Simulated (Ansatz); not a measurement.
# A defect in a wire: (4,1) C nanotube, H placed on top of one C, part 2 of 5

Wanted: the relaxed defect and the transmission past it, beside the channels of the perfect wire.

Ansatz 0.2.0; DFT PBE, plane waves, PAW; relaxation of a wire's period (the session's first sound run).

So far. Step 2 (Relaxing the period): The cell's length comes to 6.501 Å with spin left out.

## Step 3: The perfect wire

This step: DFT PBE, plane waves, PAW; channels and complex bands of a perfect wire (Ansatz 0.2.0).

At the relaxed period the Bloch states of the perfect wire are found at each energy: those that move forward count the open channels, and those that decay describe how a disturbance dies away inside the wire itself. An energy step of 0.035 eV is under the 0.039 eV that the program asks for its thermal average at 300 K.

Contents of input.yaml:

```yaml
crystal:
  lattice:
    - [10.388, 0.0, 0.0]
    - [0.0, 10.378, 0.0]
    - [0.0, 0.0, 6.5008324045]
  atoms:
    - { symbol: C, position: [0.40933954, 0.657144128, 0.99876104] }
    - { symbol: C, position: [0.681276657, 0.499981485, 0.001232433] }
    - { symbol: C, position: [0.326738777, 0.446494002, 0.070193176] }
    - { symbol: C, position: [0.540329085, 0.67690504, 0.072662976] }
    - { symbol: C, position: [0.336642385, 0.578721075, 0.144095224] }
    - { symbol: C, position: [0.513524561, 0.319014888, 0.14162391] }
    - { symbol: C, position: [0.386946275, 0.358100108, 0.215527682] }
    - { symbol: C, position: [0.679248835, 0.47292257, 0.21305298] }
    - { symbol: C, position: [0.566235136, 0.668904861, 0.284476937] }
    - { symbol: C, position: [0.6130245, 0.358102658, 0.286957036] }
    - { symbol: C, position: [0.350197, 0.602221698, 0.35590148] }
    - { symbol: C, position: [0.663323254, 0.578729179, 0.358381523] }
    - { symbol: C, position: [0.36707619, 0.376555455, 0.427328617] }
    - { symbol: C, position: [0.459634331, 0.676901674, 0.429804984] }
    - { symbol: C, position: [0.318688599, 0.499980677, 0.501232433] }
    - { symbol: C, position: [0.590625716, 0.342818034, 0.49876104] }
    - { symbol: C, position: [0.459636172, 0.323057122, 0.572662976] }
    - { symbol: C, position: [0.67322648, 0.553468159, 0.570193176] }
    - { symbol: C, position: [0.486440695, 0.680947274, 0.64162391] }
    - { symbol: C, position: [0.663322871, 0.421241087, 0.644095224] }
    - { symbol: C, position: [0.320716421, 0.527039592, 0.71305298] }
    - { symbol: C, position: [0.613018981, 0.641862054, 0.715527682] }
    - { symbol: C, position: [0.386940756, 0.641859504, 0.786957036] }
    - { symbol: C, position: [0.433730121, 0.331057301, 0.784476937] }
    - { symbol: C, position: [0.336642002, 0.421232983, 0.858381523] }
    - { symbol: C, position: [0.649768256, 0.397740464, 0.85590148] }
    - { symbol: C, position: [0.540330926, 0.323060488, 0.929804984] }
    - { symbol: C, position: [0.632889066, 0.623406707, 0.927328617] }
kpoints:
  mp_grid: { grid: [1, 1, 13] }
scf:
  occupations: { method: fermi_dirac, width: 0.05 }
hamiltonian:
  xc: pbe
output:
  transmission:
    e_range: [-1.26, 1.26]
    de: 0.035
    kmesh: [1, 1]
    reduced_basis: true
    leads: [[0, 0]]
basis:
  ecutwfc: "350 eV"
```

Run with:

```
ansatz run input.yaml --threads 4 --pin off --max-ram 16384MiB --backend cpu --events-out ev --progress --plain --runs-dir out
```

Numbers of over 12 decimals in the logs are rounded to 6 here.

Log:

```text
Warning: basis.ecutwfc = 350 eV is below the records' recommended 420 eV, and the density's cutoff is lower with it unless basis.ecutrho_ratio is high enough to keep the records' density cutoff: compare with a run at a higher cutoff
[...]
Crystal: 28 atoms, lattice volume = 700.833 Å³
Basis set: ecut = 350 eV, 10419 PW (Γ)
Bands: 84, of which v1, the nominal top of the filled ones, is band 56 counted from 1 (55 counted from 0)
Symmetry: 2 space group operations
[...]
k-points: 7 of 13 (time reversal used)
[...]
SCF iter   1: F=—  HF=-7009.119561 eV  |F-HF|=—  |Δ(HF+E_count)|=         —  Δρ=6.83e-3  dr2=1.99e-1  ethr=1.77e-3  ⟨swp⟩=12.4  Hψ=3811  notcnv=0  defer=88
[...]
SCF iter   6: F=-7009.106599 eV  HF=-7009.106599 eV  |F-HF|=4.12e-8  |Δ(HF+E_count)|=   3.13e-6  Δρ=3.74e-6  dr2=8.36e-8  ethr=8.93e-11  ⟨swp⟩=23.3  Hψ=4357  notcnv=0
SCF 1 converged in 6 iterations: F = -7009.106599 eV  dr2 = 8.36e-8
[...]
transmission: 12 of 12 steps passed
SCF converged after 6 iterations
Free energy (F): -7009.106599 eV
[...]
Internal energy: -7009.082376 eV  (E = F + TS)
E sigma→0 (E₀):  -7009.094487 eV
Entropy (-TS):   -0.024223 eV (-0.865 meV/atom)
Fermi energy:    -0.784973 eV
[...]
--- Band table (eV; the first three rows and the last of 7) ---
  k-point 0: bands = [... 52 lower, -3.1945, -2.0834, -1.1377, -1.1370, 0.7361, 0.7436, 0.7772, 0.7785, ... 24 higher]
  k-point 1: bands = [... 52 lower, -3.1779, -2.1068, -1.4035, -0.8671, 0.2894, 0.5131, 0.7946, 1.0413, ... 24 higher]
  k-point 2: bands = [... 52 lower, -3.0660, -2.1734, -1.6599, -0.6040, -0.1649, 0.2432, 0.5305, 1.3059, ... 24 higher]
  k-point 6: bands = [... 52 lower, -2.5263, -2.5019, -1.4682, -1.1856, -1.0634, -0.9273, 0.7321, 1.0236, ... 24 higher]
--- Transmission ---
  basis      : 793 plane waves across, 12 finite elements along
  points     : 1, standing for a mesh of 1 x 1
  filling    : by the input's occupations and mesh, since the crystals that have channels conduct as metals do. If one of these is a semiconductor, that mesh has misplaced its level
  energies   : 73 from -1.260000 to 1.260000 eV about the Fermi level, 0.035000 eV apart; the leads are filled to 0.000000 eV, and channels, transmission and decay are at 0.000000 eV
  crystal 0  : C28, at the sites [0, 0], period 6.5008 Å: whole cells are its period
    offset         : up to 0.0000 Å between an atom of the period and one for which it stands
    filled         : 18.1 meV over the level at which it is neutral
    channels       : 4.000000e0 a spin
    conductance    : 2.8748e14 S/m² at 300 K; may be off by some 0.0 % by where its bands' edges are placed, 0.0 % from the distance to neutral
```

Wall time 12 min (4 threads of Arm Neoverse V1, shared host); peak memory 7.9 GiB; 41 min of CPU time.

The column dr2 measures how far the density is from self-consistency, as an energy; F and HF (Harris–Foulkes) agree once it is small.

This step gave:

```yaml
energy_at_zero_smearing: -7009.0945 eV
channels_at_the_energy_nearest_the_fermi_level_one_spin: 4
conductance_of_the_lead_as_this_run_defines_it: 4.000 G₀
band_gap: 0 eV
```

Open channels of the lead, one spin against energy, zero at the Fermi level:

energy (eV), open channels of the lead, one spin and a bar from the least value:
```
    -1.26       2.00 
    -1.19       2.00 
    -1.08       2.00 
    -1.01       2.00 
    -0.91       2.00 
    -0.84       2.00 
    -0.73       2.00 
    -0.67       2.00 
    -0.56       2.00 
    -0.49       4.00 ##############################
    -0.39       4.00 ##############################
    -0.32       4.00 ##############################
    -0.21       4.00 ##############################
    -0.14       4.00 ##############################
    -0.04       4.00 ##############################
     0.00       4.00 ##############################
     0.04       4.00 ##############################
     0.14       4.00 ##############################
     0.21       4.00 ##############################
     0.32       4.00 ##############################
     0.39       4.00 ##############################
     0.49       2.00 
     0.56       2.00 
     0.67       2.00 
     0.73       2.00 
     0.84       2.00 
     0.91       2.00 
     1.01       4.00 ##############################
     1.08       4.00 ##############################
     1.19       4.00 ##############################
     1.26       4.00 ##############################
```

The slowest values at each energy, most degenerate partners merged, listed up to 1.5 1/Å. The Im kz of the slowest decaying states by energy, zero at the Fermi level:

```
energy (eV)  decay 1 (Å⁻¹)  decay 2 (Å⁻¹)  decay 3 (Å⁻¹)  decay 4 (Å⁻¹)
     -1.190         0.0812          0.159          0.333          0.423
     -1.015         0.0872          0.241          0.349          0.430
     -0.805         0.0805          0.298          0.365          0.439
     -0.595         0.0523          0.336          0.380          0.446
     -0.385          0.361          0.392          0.453          0.492
     -0.210          0.376          0.401          0.457          0.493
      0.000          0.387          0.411          0.463          0.495
      0.210          0.392          0.420          0.467          0.496
      0.385          0.393          0.426          0.470          0.496
      0.595         0.0608          0.390          0.432          0.473
      0.805         0.0634          0.383          0.437          0.476
      1.015          0.372          0.440          0.478          0.495
      1.190          0.360          0.442          0.479          0.494
```

By hand: the program gives 2.8748 × 10^14 S/m² over the cell's cross-section of 107.81 Å² = 1.078 × 10^-18 m², so one cell conducts 3.099 × 10^-4 S. Divided by G0 = 2e²/h = 7.748 × 10^-5 S this is 4.00 G0, a resistance of 3.23 kΩ.

At the computed energy nearest the Fermi level there are 4 channels a spin, and the thermal average gives 4.00 G₀.

(Part 2 of 5 ends here.)

[Logs are printed without paths, hosts, clocks, repeated set-up lines and the standing remarks that a program may print on its own settings, such as how far it seeks lower states.]

[Hosts, paths, dates, database ids (printed as entryN), source tags and the programs' standing remarks are cut or masked in the printed files.]
